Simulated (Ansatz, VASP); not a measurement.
# One calculation of AlO2, two programs

```
CELL_PARAMETERS angstrom
2.80298 0.00000 0.00000
-1.40149 2.42745 0.00000
0.00000 0.00000 5.59381
ATOMIC_POSITIONS crystal
Al 0.33333 0.66667 0.50000
O 0.00000 0.00000 0.39233
O 0.00000 0.00000 0.60767
```

Alike in both runs: task relaxation of cell and atoms; functional PBE; k mesh 6 × 6 × 4; occupations gaussian, width 0.1 eV; no spin polarisation.

|  | VASP | Ansatz |
| --- | --- | --- |
| version | VASP 6.6.1 | Ansatz 0.2.0 |
| potentials or method | VASP PAW PBE potentials, release 64 (Al, O) | scalar-relativistic, plane waves, PAW |
| plane-wave cutoff (eV) | 600 | 420 |
| valence electrons in the cell | 15 | 15 |

VASP gave:

```
gap on the k mesh at the Fermi level, each at its own relaxed structure (eV) : none
relaxed volume (Å³/atom)                                                     : 10.05
relaxed cell length with the largest relative difference (Å)                 : 4.285
energy change over the relaxation (meV/atom)                                 : -3449
```

Q: Which values does Ansatz return?

A: gap on the k mesh at the Fermi level, each at its own relaxed structure (eV): none; relaxed volume (Å³/atom): 10.07; relaxed cell length with the largest relative difference (Å): 4.288; energy change over the relaxation (meV/atom): -3363.

A gap of «none» marks a metal or a gap that the smearing closes.

Caveats: the k mesh is coarse (spacing up to 0.43 Å⁻¹), so the values aren't converged; the standard files for N, O and F lose accuracy on very short bonds; the volume moved by over 15 % at a fixed basis, so the end points are rough (VASP); an odd number of electrons without spin polarisation forces a metal; a magnetic or distorted state may lie lower.
